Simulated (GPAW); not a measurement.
Set up this calculation in GPAW 26.7.0, as an ASE script.

```yaml
Task: single point
Functional: PBEsol
Potentials_or_basis: PAW data sets generated in the run's folder for this functional
Cutoff: 800 eV
Basis: pw
k_mesh: 11 × 11 × 11
Occupations: gaussian, width 0.02 eV
Spin: no spin polarisation
Maxiter: 150
```

The system is TiC.

```
Ti C
1.0
     0.00000    2.16572    2.16572
     2.16572    0.00000    2.16572
     2.16572    2.16572    0.00000
Ti C
1 1
Direct
  0.00000 0.00000 0.00000
  0.50000 0.50000 0.50000
```

The cell is a database's computed one.

These files were run (other wordings do the same):

run.py

```python
from ase import Atoms
from ase.dft.bandgap import bandgap
from ase.io import write
from ase.units import GPa
from gpaw import GPAW, PW, setup_paths

setup_paths.insert(0, '.')

atoms = Atoms(['Ti', 'C'],
              cell=[[0.0, 2.1657188437, 2.1657188437],
                    [2.1657188437, 0.0, 2.1657188437],
                    [2.1657188437, 2.1657188437, 0.0]],
              scaled_positions=[[0.0, 0.0, 0.0],
                                [0.5, 0.5, 0.5]],
              pbc=True)

calc = GPAW(mode=PW(800),
            xc='PBEsol',
            kpts={'size': (11, 11, 11), 'gamma': True},
            occupations={'name': 'methfessel-paxton', 'order': 0, 'width': 0.02},
            nbands=18,
            convergence={'density': 1e-05, 'energy': 1e-05},
            maxiter=150,
            txt='gpaw.txt')
atoms.calc = calc
energy = atoms.get_potential_energy()
forces = atoms.get_forces()
stress = atoms.get_stress()
calc.write('gs.gpw')
write('result.traj', atoms)
print(f'Energy: {energy:.6f} eV')
print('Forces (eV/A):')
print(forces.round(4))
print('Stress (GPa):', (stress / GPa).round(3))
print('Fermi level:', round(calc.get_fermi_level(), 4), 'eV')
print(f'Gap: {bandgap(calc)[0]:.4f} eV, direct: {bandgap(calc, direct=True)[0]:.4f} eV')
```

Potentials or basis: PAW data sets generated in the run's folder for this functional, pw.

Run with:

```console
$ gpaw-setup -f PBEsol C Ti
$ OMP_NUM_THREADS=1 python run.py
```

It gave:

```
Pressure               : -5.9 GPa
Band gap on the k mesh : none (metal or under the smearing width)
```

It took 31 s on 1 thread of Intel(R) Xeon(R) Platinum 8259CL CPU @ 2.50GHz (Skylake/Cascade Lake), with other jobs on the host, peak memory 0.16 GiB.
